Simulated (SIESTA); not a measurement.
Runs of SIESTA 5.4.2 on NbAs. Symmetry: I4_1md, No. 109, tetragonal system. The conventional cell has a = 3.452 Å, b = 3.452 Å, c = 11.680 Å, α = 90.00°, β = 90.00°, γ = 90.00°. Around Nb (site symmetry 2mm) lie 6 As at 2.60 to 2.63 Å. Around As (site symmetry 2mm) lie 6 Nb at 2.60 to 2.63 Å. 

| task | level | potentials or basis | cell | gap on the mesh (eV) | pressure (GPa) | V0 of scaled cells (Å³/atom) | B0 (GPa) | largest force (eV/Å) |
| --- | --- | --- | --- | --- | --- | --- | --- | --- |
| single point | PBE | PseudoDojo 0.4 standard (PBE files), DZP (energy shift 0.003 Ry; two zetas on semicore shells) | atoms moved at random, drawn with an rms of 0.05 Å | none | 7.0 | - | - | 1.70 |
| single point | PBE | PseudoDojo 0.4 standard (PBE files), DZP (energy shift 0.003 Ry; two zetas on semicore shells) | as given | none | (a) | - | - | 0.35 |
| equation of state | PBEsol | PseudoDojo 0.4 standard (PBEsol files), DZP (energy shift 0.003 Ry; two zetas on semicore shells) | as given | - | - | (b) | 176 | - |
| equation of state | PBE | PseudoDojo 0.4 standard (PBE files), DZP (energy shift 0.003 Ry; two zetas on semicore shells) | as given | - | - | 18.02 | 163 | - |

Alike in all rows: no spin polarisation; k mesh 11 × 11 × 11; smearing fermi-dirac 0.05 eV; grid cutoff 800 Ry; energy shift 0.003 Ry.

Q: Estimate the missing entries.

A: (a) 6.1; (b) 17.44.

Caveats: the basis of atomic orbitals isn't converged, which shifts pressures, moduli and gaps; the cell was scaled at fixed shape and fractional positions, which overstates the stiffness of a crystal with free parameters, most of all of layers and chains (some runs).

A k mesh can miss the band edges, and the runs leave out spin-orbit coupling on As, Nb.

A gap of «none» marks a metal or a gap under the smearing width.
